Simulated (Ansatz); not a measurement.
**NbAs in Ansatz: the effect of target pressure**

Crystal: NbAs.

```
CELL_PARAMETERS angstrom
-1.72585 1.72585 5.84000
1.72585 -1.72585 5.84000
1.72585 1.72585 -5.84000
ATOMIC_POSITIONS crystal
Nb 0.50000 0.00000 0.50000
Nb 0.75000 0.75000 0.00000
As 0.91600 0.41600 0.50000
As 0.16600 0.16600 0.00000
```

Alike in all runs:

* Program: Ansatz 0.2.0
* Task: relaxation of cell and atoms
* Functional: PBEsol
* Potentials or basis: Ansatz PAW
* Cutoff: 420 eV (not typed: the program's choice for these potentials)
* k mesh: 11 × 11 × 11
* Occupations: fermi-dirac, width 0.05 eV
* Spin: no spin polarisation

Each run relaxes the cell or the atoms first.

```csv
target pressure,relaxed volume (Å³/atom)
0 GPa,17.15
2 GPa,?
5 GPa,16.69
10 GPa,16.29
20 GPa,15.61
30 GPa,15.05
```

**Question.** What does the run with target pressure 2 GPa give?

**Answer.** Relaxed volume 16.96 Å³/atom.

Worked out: In Murnaghan's law V^(-B') rises as a straight line in P. The other rows fit best with B' = 4.0, V0 = 17.15 Å³/atom and B0 = 175 GPa, which gives 16.96 Å³/atom at 2 GPa, against the run's 16.96.

Caveats: the plane-wave basis is chosen anew once the cell has moved, so the energies of steps on either side of that aren't comparable; the PAW data sets come from PBE, with cores solved anew for the run's functional, which leaves a small shift of forces and pressure.
